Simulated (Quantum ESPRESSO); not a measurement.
Runs of Quantum ESPRESSO 7.5 on HfO2. Symmetry: Fm-3m, No. 225, cubic system. The conventional cell has a = 5.115 Å, b = 5.115 Å, c = 5.115 Å, α = 90.00°, β = 90.00°, γ = 90.00°. Around Hf (site symmetry m-3m) lie 8 O at 2.21 Å. O (site symmetry -43m) is surrounded by 4 Hf at 2.21 Å. Measurements of this composition are mostly on another form, of space group No. 14.

| task | level | potentials or basis | cell | k mesh | cutoff (eV) | form of the LDA correlation | pressure (GPa) |
| --- | --- | --- | --- | --- | --- | --- | --- |
| dielectric tensor | WC | PseudoDojo 0.4.1 SR PBE standard | as given | 6 × 6 × 6, shifted | 1143 | - | -11.2 |
| dielectric tensor | AM05 | PseudoDojo 0.4.1 SR PBE standard | as given | 6 × 6 × 6, shifted | 1143 | - | -11.2 |
| phonons | PW91 | GBRV 1.5 PBE | relaxed | 4 × 4 × 4, shifted | 612 | - | 0.0 |
| phonons | vdW-DF-cx | GBRV 1.5 PBE | relaxed | 4 × 4 × 4, shifted | 612 | - | 0.0 |
| phonons | LDA | GBRV 1.5 LDA | relaxed | 4 × 4 × 4, shifted | 612 | PZ81 | 0.0 |
| dielectric tensor | LDA | PseudoDojo 0.4.1 SR LDA standard | as given | 6 × 6 × 6, shifted | 1143 | PW92 | (a) |
| dielectric tensor | PBEsol | PseudoDojo 0.4.1 SR PBEsol standard | as given | 6 × 6 × 6, shifted | 1143 | - | -13.2 |
| phonons | WC | GBRV 1.5 PBE | relaxed | 4 × 4 × 4, shifted | 612 | - | 0.0 |

Alike in all rows: no spin polarisation; smearing fermi-dirac 0.05 eV.

Fill in the values left out.

(a) -22.1.

Caveats: the potentials were made for another functional, which shifts forces and pressure (some runs); the cell is more than 3 GPa from zero pressure, which shifts response properties (some runs).

Runs at the PBE level aren't shown here.
